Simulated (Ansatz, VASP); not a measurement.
Sb: VASP beside Ansatz

Contents of INCAR:

```
SYSTEM = Sb
PREC = Accurate
ENCUT = 520
EDIFF = 1E-7
ISMEAR = 0
SIGMA = 0.15
LREAL = .FALSE.
LASPH = .TRUE.
NELM = 100
ALGO = Normal
ISIF = 2
LWAVE = .FALSE.
LCHARG = .TRUE.
GGA = PS
LELF = .TRUE.
LVHAR = .TRUE.
NBANDS = 8
```

File KPOINTS:

```
regular mesh
0
G
  16 16 16
  0 0 0
```

The input POSCAR:

```
Sb
1.0
    3.0020000000      0.0000000000      0.0000000000
    0.0000000000      3.0020000000      0.0000000000
    0.0000000000      0.0000000000      3.3180000000
Sb
1
Direct
    0.0000000000      0.0000000000      0.0000000000
```

Input for Ansatz:

```yaml
crystal:
  lattice:
    - [3.002, 0.0, 0.0]
    - [0.0, 3.002, 0.0]
    - [0.0, 0.0, 3.318]
  atoms:
    - { symbol: Sb, position: [0.0, 0.0, 0.0] }
basis:
  ecutwfc: 420
kpoints:
  mp_grid: { grid: [16, 16, 16] }
hamiltonian:
  xc: pbesol
scf:
  occupations: { method: gaussian, width: 0.15 }
output:
  forces: true
  stress: true
  eigenvalues: true
```

Change from the starting cell: strain -0.050 along x and y, +0.050 along z, atoms carried along.

Alike in both runs: task single point; functional PBEsol; k mesh 16 × 16 × 16; occupations gaussian, width 0.15 eV; no spin polarisation.

|  | VASP | Ansatz |
| --- | --- | --- |
| version | VASP 6.6.1 | Ansatz 0.2.0 |
| potentials or method | VASP PAW PBE potentials, release 64 (Sb) | scalar-relativistic, plane waves, PAW |
| plane-wave cutoff (eV) | 520 | 420 |
| valence electrons in the cell | 5 | 15 |

|  | VASP | Ansatz | Ansatz less VASP |
| --- | --- | --- | --- |
| gap on the k mesh at the Fermi level (eV) | none | none | - |
| pressure (GPa) | -1.1 | -1.2 | -0.11 |
| largest component of the traceless stress (GPa) | 6.50 | 6.42 | -0.073 |

A gap of «none» marks a metal or a gap that the smearing closes. The two sets of potentials don't hold the same shells in valence.

Caveats: the PAW data sets were made with another functional, which shifts forces and pressure a little (VASP). The runs have no spin-orbit coupling, so splittings on Sb are missing.
